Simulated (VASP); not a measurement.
# Mo (Im-3m) in VASP: relaxation of cell and atoms with PBE

Aim: the relaxation of cell and atoms of Mo with PBE.

All numbers are computed with VASP 6.6.1; they aren't measurements. Logs are shortened: lines on timing, memory, paths and dates and some standing lists are left out, and cuts for length are marked.

## Step 1: The structure

The structure is cubic, space group Im-3m (No. 229). The conventional cell has a = 3.147 Å, b = 3.147 Å, c = 3.147 Å, α = 90.00°, β = 90.00°, γ = 90.00°. Mo (site symmetry m-3m) has 8 Mo at 2.73 Å as nearest neighbours.

## Step 2: Relaxation of cell and atoms, PBE

INCAR

```
SYSTEM = Mo
ALGO     = Normal         ! electronic algorithm
EDIFF    = 1E-6           ! SCF threshold, eV
EDIFFG   = -0.005         ! ionic threshold
ENCUT    = 600            ! plane-wave cutoff, eV
GGA      = PE             ! functional
IBRION   = 2              ! ionic algorithm
ISIF     = 3              ! what is computed and relaxed
ISMEAR   = 1              ! smearing method
LASPH    = .True.         ! aspherical terms in the spheres
LCHARG   = .False.        ! write CHGCAR
LREAL    = .False.        ! projectors in reciprocal space
LWAVE    = .False.        ! write WAVECAR
NELM     = 100            ! most SCF steps
NSW      = 60             ! ionic steps
PREC     = Accurate       ! precision mode
SIGMA    = 0.1            ! smearing width, eV
```

KPOINTS

```
k-points
0
Gamma
  19 19 19
  0 0 0
```

POSCAR

```
Mo
1.0
   -1.5736500000      1.5736500000      1.5736500000
    1.5736500000     -1.5736500000      1.5736500000
    1.5736500000      1.5736500000     -1.5736500000
Mo
1
Direct
    0.0000000000      0.0000000000      0.0000000000
```

Potentials or basis: VASP PAW PBE potentials, release 64 (Mo_sv).

The run is started by

```sh
cat potpaw_PBE.64/Mo_sv/POTCAR > POTCAR
mpirun -np 1 vasp_std > vasp.out
```

OUTCAR:

```text
SYSTEM = Mo
   EDIFF = 1E-6
   EDIFFG = -0.005
   ENCUT = 600
   GGA = PE
   IBRION = 2
   ISIF = 3
   ISMEAR = 1
   LASPH = .True.
   LREAL = .False.
   NELM = 100
   NSW = 60
   PREC = Accurate

 ion  position               nearest neighbor table
   1  0.000  0.000  0.000-

  LATTYP: Found a body centered cubic cell.
 ALAT       =     3.1473000000

  Lattice vectors:

 A1 = (  -1.5736500000,   1.5736500000,   1.5736500000)
 A2 = (   1.5736500000,  -1.5736500000,   1.5736500000)
 A3 = (   1.5736500000,   1.5736500000,  -1.5736500000)

Analysis of symmetry for initial positions (statically):
=====================================================================
 Subroutine PRICEL returns:
 Original cell was already a primitive cell.

 Routine SETGRP: Setting up the symmetry group for a
 body centered cubic supercell.

 Subroutine GETGRP returns: Found 48 space group operations
 (whereof 48 operations were pure point group operations)
 out of a pool of 48 trial point group operations.

The static configuration has the point symmetry O_h .

Analysis of symmetry for dynamics (positions and initial velocities):
=====================================================================
 Subroutine PRICEL returns:
 Original cell was already a primitive cell.

 Routine SETGRP: Setting up the symmetry group for a
 body centered cubic supercell.

 Subroutine GETGRP returns: Found 48 space group operations
 (whereof 48 operations were pure point group operations)
 out of a pool of 48 trial point group operations.

The dynamic configuration has the point symmetry O_h .

 Subroutine INISYM returns: Found 48 space group operations
 (whereof 48 operations are pure point group operations),
 and found     1 'primitive' translations

----------------------------------------------------------------------------------------

                                     Primitive cell

  volume of cell :      15.5878

  direct lattice vectors                    reciprocal lattice vectors
    -1.573650000  1.573650000  1.573650000     0.000000000  0.317732660  0.317732660
     1.573650000 -1.573650000  1.573650000     0.317732660  0.000000000  0.317732660
     1.573650000  1.573650000 -1.573650000     0.317732660  0.317732660  0.000000000

  length of vectors
     2.725641753  2.725641753  2.725641753     0.449341837  0.449341837  0.449341837

  position of ions in fractional coordinates (direct lattice)
     0.000000000  0.000000000  0.000000000

  ion indices of the primitive-cell ions
   primitive index   ion index
                 1           1

----------------------------------------------------------------------------------------

 KPOINTS: k-points

Automatic generation of k-mesh.
 Grid dimensions read from file:
 generate k-points for:   19   19   19

 Generating k-lattice:

  Cartesian coordinates                     Fractional coordinates (reciprocal lattice)
     0.000000000  0.016722772  0.016722772     0.052631579  0.000000000  0.000000000
     0.016722772  0.000000000  0.016722772     0.000000000  0.052631579  0.000000000
     0.016722772  0.016722772  0.000000000     0.000000000  0.000000000  0.052631579

  Length of vectors
     0.023649570  0.023649570  0.023649570

  Shift w.r.t. Gamma in fractional coordinates (k-lattice)
     0.000000000  0.000000000  0.000000000

 Subroutine IBZKPT returns following result:
 ===========================================

 Found    220 irreducible k-points:

 Following reciprocal coordinates:
            Coordinates               Weight
  0.000000  0.000000  0.000000      1.000000
  0.052632  0.000000  0.000000     12.000000
  0.105263  0.000000  0.000000     12.000000
  0.157895  0.000000  0.000000     12.000000
  0.210526  0.000000  0.000000     12.000000
  0.263158  0.000000  0.000000     12.000000
[... 16 lines left out ...]
  0.263158  0.105263  0.000000     48.000000
  0.315789  0.105263  0.000000     48.000000
 [... further k-points ...]
   k-points           NKPTS =    220   k-points in BZ     NKDIM =    220   number of bands    NBANDS=     11
   number of dos      NEDOS =    301   number of ions     NIONS =      1
   total plane-waves  NPLWV =  13824
   dimension x,y,z NGX =    24 NGY =   24 NGZ =   24
   dimension x,y,z NGXF=    48 NGYF=   48 NGZF=   48
   ions per type =               1
   NGX,Y,Z   is equivalent  to a cutoff of  14.64, 14.64, 14.64 a.u.
   NGXF,Y,Z  is equivalent  to a cutoff of  29.28, 29.28, 29.28 a.u.
 SYSTEM =  Mo
   PREC   = accura    normal or accurate (medium, high low for compatibility)
   ISTART =      0    job   : 0-new  1-cont  2-samecut
   ICHARG =      2    charge: 1-file 2-atom 10-const
   ISPIN  =      1    spin polarized calculation?
   LNONCOLLINEAR =      F non collinear calculations
   LSORBIT =      F    spin-orbit coupling
   LASPH  =      T    aspherical Exc in radial PAW
   ENCUT  =  600.0 eV  44.10 Ry    6.64 a.u.   5.44  5.44  5.44*2*pi/ulx,y,z
   NELM   =    100;   NELMIN=  2; NELMDL= -5     # of ELM steps
   EDIFF  = 0.1E-05   stopping-criterion for ELM
   LREAL  =      F    real-space projection
   EDIFFG = -.5E-02   stopping-criterion for IOM
   NSW    =     60    number of steps for IOM
   IBRION =      2    ionic relax: 0-MD 1-quasi-New 2-CG
   NFREE  =      1    steps in history (QN), initial steepest desc. (CG)
   ISIF   =      3    stress and relaxation
   ISYM   =      2    0-nonsym 1-usesym 2-fastsym
   POTIM  = 0.5000    time-step for ionic-motion
   TEBEG  =    0.0;   TEEND  =   0.0 temperature during run
   PSTRESS=    0.0 pullay stress
   NELECT =      14.0000    total number of electrons
   NUPDOWN=      -1.0000    fix difference up-down
   EMIN   =  10.00;   EMAX   =-10.00  energy-range for DOS
   EFERMI =   0.00;   METHOD = LEGACY
   ISMEAR =     1;   SIGMA  =   0.10  broadening in eV -4-tet -1-fermi 0-gaus
   EFERMI_NEDOS =   21; number of points for ismear=-14 and -15
   IALGO  =     38    algorithm
   IMIX   =      4    mixing-type and parameters
     AMIX     =   0.40;   BMIX     =  1.00
     AMIX_MAG =   1.60;   BMIX_MAG =  1.00
  volume/ion in A,a.u.               =      15.59       105.19
  Fermi-wavevector in a.u.,A,eV,Ry     =   1.579511  2.984843 33.944570  2.494856
  Thomas-Fermi vector in A             =   2.679879
   LORBIT       =      0    0 simple, 1 ext, 2 COOP (PROOUT), +10 PAW based schemes
   GGA     = PE    functional components
   LHFCALC =     F    Hartree Fock is set to
   AEXX    =    0.0000 exact exchange contribution
   IVDW    =     0    specifies the selected vdW correction
   LEPSILON=     F    determine dielectric tensor
   LRPA    =     F    only Hartree local field effects (RPA)
 conjugate gradient relaxation of ions
 non-spin polarized calculation
 Methfessel and Paxton  Order N= 1 SIGMA  =   0.10
  energy-cutoff  :      600.00
  volume of cell :       15.59
 maximum number of plane-waves:       537
 NGX is ok and might be reduce to    24
   NGX = 11   NGY = 11   NGZ = 11

--------------------------------------- Ionic step        1  -------------------------------------------

 number of electron      14.0000002 magnetization

 Free energy of the ion-electron system (eV)
  ---------------------------------------------------
  ext. energy  EPLUGINS =         0.00000000
  ---------------------------------------------------
  free energy    TOTEN  =       -10.93256666 eV

  energy without entropy =      -10.93237620  energy(sigma->0) =      -10.93250317

------------------------ aborting loop because EDIFF is reached ----------------------------------------

  FORCE on cell =-STRESS in cart. coord.  units (eV):
  Direction    XX          YY          ZZ          XY          YZ          ZX
  --------------------------------------------------------------------------------------
  -------------------------------------------------------------------------------------
  Total        0.3729265      0.3729265      0.3729265      0.0000000      0.0000000      0.0000000
  in kB       38.3309306     38.3309306     38.3309306      0.0000000      0.0000000      0.0000000
  external PRESSURE =      38.3309306 kB  Pullay stress =       0.0000000 kB

 VOLUME and BASIS-vectors are now :
 -----------------------------------------------------------------------------
  energy-cutoff  :      600.00
  volume of cell :       15.59
      direct lattice vectors                 reciprocal lattice vectors
    -1.573650000  1.573650000  1.573650000     0.000000000  0.317732660  0.317732660
     1.573650000 -1.573650000  1.573650000     0.317732660  0.000000000  0.317732660
     1.573650000  1.573650000 -1.573650000     0.317732660  0.317732660  0.000000000
[... 36 lines left out ...]
 POSITION                                       TOTAL-FORCE (eV/Angst)
 -----------------------------------------------------------------------------------
      0.00000      0.00000      0.00000        -0.000000     -0.000000     -0.000000
 -----------------------------------------------------------------------------------
    total drift:                               -0.000000      0.000000      0.000000

  FREE ENERGIE OF THE ION-ELECTRON SYSTEM (eV)
  ---------------------------------------------------
  free  energy   TOTEN  =       -10.9162914014 eV

  energy  without entropy=      -10.9165268031  energy(sigma->0) =      -10.91636987

--------------------------------------- Ionic step        3  -------------------------------------------

 number of electron      14.0000002 magnetization

 Free energy of the ion-electron system (eV)
  ---------------------------------------------------
  ext. energy  EPLUGINS =         0.00000000
  ---------------------------------------------------
  free energy    TOTEN  =       -10.93522800 eV

  energy without entropy =      -10.93511076  energy(sigma->0) =      -10.93518892

 E-fermi :  12.4417     XC(G=0): -13.3245

 val. band max:       12.4023287697   @ k =   0.3684   0.1053   0.0526
 cond. band min:      12.4627767223   @ k =   0.3684   0.0526   0.0000
 fundamental gap:      0.0604479527
 Fermi energy:        12.4416785566

 k-point     1 :       0.0000    0.0000    0.0000
  band No.  band energies     occupation
      1     -48.8811      2.00000
      2     -22.1744      2.00000
      3     -22.1744      2.00000
      4     -22.1744      2.00000
      5       5.2078      2.00000
      6      11.0594      2.00000
      7      11.0594      2.00000
      8      11.0594      2.00000
      9      14.0415     -0.00000
     10      14.0415     -0.00000
     11      27.2183      0.00000

 k-point     2 :       0.0526    0.0000    0.0000
  band No.  band energies     occupation
      1     -48.8744      2.00000
      2     -22.2135      2.00000
      3     -22.1865      2.00000
      4     -22.1747      2.00000
      5       5.3295      2.00000
      6      10.9909      2.00000
      7      11.0488      2.00000
      8      11.1727      2.00000
      9      13.9391     -0.00000
     10      14.0432     -0.00000
     11      27.3098      0.00000
[... 295 lines left out ...]
 k-point    24 :       0.3158    0.1053    0.0000
  band No.  band energies     occupation
      1     -48.6615      2.00000
      2     -23.2985      2.00000
      3     -22.5702      2.00000
      4     -22.2359      2.00000
      5       7.7046      2.00000
      6       9.3951      2.00000
      7      11.5569      2.00000
      8      13.7515     -0.00000
      9      14.7278      0.00000
     10      16.3767      0.00000
     11      25.3465      0.00000

 [... further k-points ...]

------------------------ aborting loop because EDIFF is reached ----------------------------------------

  FORCE on cell =-STRESS in cart. coord.  units (eV):
  Direction    XX          YY          ZZ          XY          YZ          ZX
  --------------------------------------------------------------------------------------
  -------------------------------------------------------------------------------------
  Total       -0.0044985     -0.0044985     -0.0044985     -0.0000000     -0.0000000      0.0000000
  in kB       -0.4556636     -0.4556636     -0.4556636     -0.0000000     -0.0000000      0.0000000
  external PRESSURE =      -0.4556636 kB  Pullay stress =       0.0000000 kB

 VOLUME and BASIS-vectors are now :
 -----------------------------------------------------------------------------
  energy-cutoff  :      600.00
  volume of cell :       15.82
      direct lattice vectors                 reciprocal lattice vectors
    -1.581341389  1.581341389  1.581341389     0.000000000  0.316187259  0.316187259
     1.581341389 -1.581341389  1.581341389     0.316187259  0.000000000  0.316187259
     1.581341389  1.581341389 -1.581341389     0.316187259  0.316187259  0.000000000

 POSITION                                       TOTAL-FORCE (eV/Angst)
 -----------------------------------------------------------------------------------
      0.00000      0.00000      0.00000         0.000000      0.000000     -0.000000
 -----------------------------------------------------------------------------------
    total drift:                                0.000000     -0.000000     -0.000000

  FREE ENERGIE OF THE ION-ELECTRON SYSTEM (eV)
  ---------------------------------------------------
  free  energy   TOTEN  =       -10.9352279976 eV

  energy  without entropy=      -10.9351107630  energy(sigma->0) =      -10.93518892

 reached required accuracy - stopping structural energy minimisation
```

It took 27 s on 1 thread of Intel Xeon 6975P-C (Granite Rapids), shared host; peak memory 0.18 GiB.

What came out:

```yaml
Free_energy: -10.9352 eV
Relaxed_volume: 15.82 Å³/atom
Relaxed_cell: a = 2.739 Å, b = 2.739 Å, c = 2.739 Å, α = 109.47°, β = 109.47°, γ = 109.47°
Space_group_after_relaxing_to_0.05_Å: Im-3m (No. 229)
Energy_gained_by_relaxing: 2.7 meV/atom
Ionic_steps: 3
Pressure_after_relaxing: 0.0 GPa
Band_gap_on_the_k_mesh: none (metal or under the smearing width)
```

The path:
| step | energy change (eV) | largest force (eV/Å) | pressure (GPa) | volume (Å³) |
| --- | --- | --- | --- | --- |
| 1 | 0.0000 | 0.0000 | 3.83 | 15.59 |
| 2 | 0.0163 | 0.0000 | -9.31 | 16.44 |
| 3 | -0.0027 | 0.0000 | -0.05 | 15.82 |

Final structure:
```cif
data_structure
_symmetry_space_group_name_H-M 'P 1'
_symmetry_Int_Tables_number 1
_cell_length_a 2.7390
_cell_length_b 2.7390
_cell_length_c 2.7390
_cell_angle_alpha 109.471
_cell_angle_beta 109.471
_cell_angle_gamma 109.471
_cell_volume 15.82
loop_
_atom_site_label
_atom_site_type_symbol
_atom_site_fract_x
_atom_site_fract_y
_atom_site_fract_z
_atom_site_occupancy
Mo1 Mo 0.00000 0.00000 0.00000 1
```

Levels at points of the mesh, in eV from the Fermi level:
| k point | band 3 | band 4 | band 5 | band 6 | band 7 | band 8 | band 9 | band 10 | band 11 |
| --- | --- | --- | --- | --- | --- | --- | --- | --- | --- |
| (0.00, 0.00, 0.00) | -34.62 | -34.62 | -7.23 | -1.38 | -1.38 | -1.38 | 1.60 | 1.60 | 14.78 |
